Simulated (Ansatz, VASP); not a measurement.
## One calculation of MgO, two programs

```xyz
2
Lattice="2.1212 2.1212 0.0000 -2.1212 2.1212 0.0000 0.0000 2.1212 2.0562" Properties=species:S:1:pos:R:3 pbc="T T T"
Mg    0.0000    0.0000    0.0000
O     0.0000    2.1212    0.0000
```

Change from the starting cell: in-plane strain +0.02, out-of-plane length and atoms relaxed by PAW.

Alike in both runs: functional LDA; k mesh 10 × 10 × 10; no spin polarisation.

Ansatz relaxed the structure, and its values are those at the end. VASP's run is a single point on that final structure, the one shown.

```csv
,VASP,Ansatz
version,VASP 6.6.1,Ansatz 0.2.0
potentials or method,"VASP PAW LDA potentials, release 64 (Mg, O)","PAW with Ansatz's default frozen-core files, scalar-relativistic"
plane-wave cutoff (eV),520,420
occupations,"gaussian, width 0.01 eV",fixed
valence electrons in the cell,8,16
```

|  | VASP | Ansatz | Ansatz less VASP |
| --- | --- | --- | --- |
| pressure (GPa) | -5.9 | -4.3 | +1.66 |

The two sets of potentials don't hold the same shells in valence.
